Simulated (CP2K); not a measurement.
Crystal: MgS (Niningerite).

```
S Mg
1.0
     3.67929    0.00000    0.00000
     1.83964    3.18636    0.00000
     1.83964    1.06212    3.00413
S Mg
1 1
Cartesian
  3.6793 2.1242 1.5021
  0.0000 0.0000 0.0000
```

Base run:

```yaml
Program: CP2K 2026.2
Functional: PW91
Potentials_or_basis: POTENTIAL_UZH S GTH-PBE-q6, Mg GTH-PBE-q10; TZVP-MOLOPT-PBE-GTH basis
Density_cutoff: 19048 eV
k_mesh: 9 × 9 × 9
Occupations: fermi-dirac, width 0.05 eV
Spin: no spin polarisation
```

Its results: band gap on the k mesh 2.87 eV, indirect (least direct gap 3.66 eV).

**Question.** After a change of settings the same cell gave: band gap on the k mesh 3.11 eV, indirect (least direct gap 4.24 eV). Which change was it?
A. functional from PW91 to PBE; occupations from fermi-dirac, width 0.05 eV to fermi-dirac, width 0.0259 eV
B. functional from PW91 to PBEsol; eps_default from 1.0E-9 to 1.0E-10
C. functional from PW91 to TB-mBJ
D. functional from PW91 to LDA

**Answer.** C.

Caveats: the basis of atomic orbitals isn't converged, which shifts pressures, moduli and gaps; an odd mesh through Γ misses points on the zone boundary, where band edges often lie (some runs); this is a model potential without an energy functional, so only levels have meaning (some runs); the mesh misses the band edges, which the band path finds closer together (some runs).

Not every run made on this cell is shown here.
